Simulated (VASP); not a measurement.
A calculation with VASP 6.6.1 of W (ASE script, structure typed inline):

File run.py:

```python
from ase import Atoms
from ase.calculators.vasp import Vasp
from ase.dft.bandgap import bandgap

atoms = Atoms(
    ['W'],
    cell=[[-1.582345, 1.582345, 1.582345], [1.582345, -1.582345, 1.582345], [1.582345, 1.582345, -1.582345]],
    scaled_positions=[[0.0, 0.0, 0.0]],
    pbc=True,
)
calc = Vasp(
    directory='calc',
    xc='rpbe',
    pp='PBE',
    setups={'base': 'minimal', 'W': '_sv'},
    pp_version='54',
    prec='Accurate',
    encut=520,
    ediff=1e-07,
    ismear=0,
    sigma=0.05,
    lreal=False,
    lasph=True,
    nelm=100,
    algo='Normal',
    isif=2,
    lwave=False,
    lcharg=False,
    kpts=[12, 12, 12],
    gamma=True,
    nbands=13,
)
atoms.calc = calc

print('energy (eV):', atoms.get_potential_energy())
print('free energy (eV):', atoms.get_potential_energy(force_consistent=True))
print('forces (eV/A):')
print(atoms.get_forces())
print('stress (eV/A^3, Voigt):', atoms.get_stress())
print('Fermi level (eV):', calc.get_fermi_level())
gap, top, bottom = bandgap(calc)
print('band gap (eV):', gap, 'from (spin, k, band)', top, 'to', bottom)
```

Potentials or basis: VASP PAW PBE potentials, release 54 (W_sv).

The run is started by

```sh
$ python run.py
```

Q: Write the same calculation in another form: native input, structure from a POSCAR.

A: As run:

INCAR

```
SYSTEM = W
PREC     = Accurate       ! precision mode
ENCUT    = 520            ! plane-wave cutoff, eV
EDIFF    = 1E-7           ! SCF threshold, eV
ISMEAR   = 0              ! smearing method
SIGMA    = 0.05           ! smearing width, eV
LREAL    = .FALSE.        ! projectors in reciprocal space
LASPH    = .TRUE.         ! aspherical terms in the spheres
NELM     = 100            ! most SCF steps
ALGO     = Normal         ! electronic algorithm
ISIF     = 2              ! what is computed and relaxed
LWAVE    = .FALSE.        ! write WAVECAR
LCHARG   = .FALSE.        ! write CHGCAR
GGA      = RP             ! functional
NBANDS   = 13             ! bands
```

The input KPOINTS:

```
Automatic mesh
0
G
  12 12 12
  0 0 0
```

Contents of POSCAR:

```
W
1.0
   -1.5823450000      1.5823450000      1.5823450000
    1.5823450000     -1.5823450000      1.5823450000
    1.5823450000      1.5823450000     -1.5823450000
W
1
Cartesian
    0.0000000000      0.0000000000      0.0000000000
```

Potentials or basis: VASP PAW PBE potentials, release 54 (W_sv).

Run with:

```bash
$ cat potpaw_PBE.54/W_sv/POTCAR > POTCAR
$ mpirun -np 1 vasp_std > vasp.out
```

Both were run:

|  | ASE script, structure typed inline | native input, structure from a POSCAR |
| --- | --- | --- |
| Pressure | 10.4 GPa | 10.4 GPa |
| Band gap on the k mesh | none (metal or under the smearing width) | none (metal or under the smearing width) |

Keys that steer only the numerical path or the files written may differ.

Caveat: the PAW data sets were made with another functional, which shifts forces and pressure a little.
